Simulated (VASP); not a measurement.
Write the native input for VASP 6.6.1 that does the following.

```yaml
Task: relaxation of cell and atoms
Functional: PBE
Dispersion: D3(BJ)
Potentials_or_basis: VASP PAW PBE potentials, release 64 (Si, W_sv)
Cutoff: 600 eV
k_mesh: 16 × 16 × 16
Occupations: methfessel-paxton, width 0.1 eV
Spin: no spin polarisation
Further_INCAR_settings: ALGO = Normal; EDIFF = 1e-07; IBRION = 2; EDIFFG = -0.005; NSW = 90; ISIF = 3
```

The structure of Si2W lies in POSCAR:

```
Si2W                                    
1.0
   -1.5968469215      1.5968469215      3.8991307266
    1.5968469215     -1.5968469215      3.8991307266
    1.5968469215      1.5968469215     -3.8991307266
  Si              W             
     2     1
Direct
     0.3340069405331953    0.3340069405331953    0.0000000000000000
     0.6659930594668048    0.6659930594668048    0.0000000000000000
     0.0000000000000000    0.0000000000000000    1.0000000000000000
```

One way to write it, as run:

INCAR

```
SYSTEM = Si2W
ALGO = Normal
EDIFF = 1E-7
EDIFFG = -0.005
ENCUT = 600
GGA = PE
IBRION = 2
ISIF = 3
ISMEAR = 1
IVDW = 12
LASPH = .True.
LCHARG = .False.
LREAL = .False.
LWAVE = .False.
NELM = 80
NSW = 90
PREC = Accurate
SIGMA = 0.1
```

KPOINTS

```
k-points
0
Gamma
  16 16 16
  0 0 0
```

Potentials or basis: VASP PAW PBE potentials, release 64 (Si, W_sv).

Launch:

```bash
$ cat potpaw_PBE.64/Si/POTCAR potpaw_PBE.64/W_sv/POTCAR > POTCAR
$ mpirun -np 1 vasp_std > vasp.out
```

It gave:

```yaml
Relaxed_volume: 13.26 Å³/atom
Relaxed_cell: a = 4.506 Å, b = 4.506 Å, c = 4.506 Å, α = 138.49°, β = 138.49°, γ = 60.15°
Space_group_after_relaxing_to_0.05_Å: I4/mmm (No. 139)
Energy_gained_by_relaxing: 0.0 meV/atom
Ionic_steps: 3
Pressure_after_relaxing: 0.0 GPa
Band_gap_on_the_k_mesh: none (metal or under the smearing width)
Dispersion_energy_per_atom: -0.582 eV
```

Caveat: pairwise dispersion overbinds metals, which lowers pressure and volume.

Wall time 3.3 min on 1 thread of Intel(R) Xeon(R) 6975P-C (Granite Rapids) (shared host), peak memory 0.42 GiB.
